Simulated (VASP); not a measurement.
AgI, 12 atoms in the cell. The cell holds a slab with vacuum, 12 atoms: a = 4.580 Å, b = 7.510 Å, c = 24.255 Å, α = 90.00°, β = 90.00°, γ = 90.00°.  The cell isn't the ideal one: the (1 0 0) slab of AgI, cut from the database cell, not relaxed.

```yaml
Program: VASP 6.6.1
Task: work function
Functional: PBE
Potentials_or_basis: VASP PAW PBE potentials, release 64 (Ag, I)
Cutoff: 520 eV
k_mesh: 6 × 4 × 1
Occupations: gaussian, width 0.05 eV
Spin: no spin polarisation
Dipole_correction: yes
Further_INCAR_settings: ALGO = Fast; EDIFF = 1e-07
```

Potentials or basis: VASP PAW PBE potentials, release 64 (Ag, I).

Command:

```console
$ cat potpaw_PBE.64/Ag/POTCAR potpaw_PBE.64/I/POTCAR > POTCAR
$ mpirun -np 1 vasp_std > vasp.out
```

Hardware: 1 thread of Intel(R) Xeon(R) 6975P-C (Granite Rapids) (shared host).

How long does it take, and how much memory?

Run time: 22 min on 1 thread of Intel(R) Xeon(R) 6975P-C (Granite Rapids), with other jobs on the host, peak memory 0.98 GiB. Counts: scf iterations 25, k points 12.
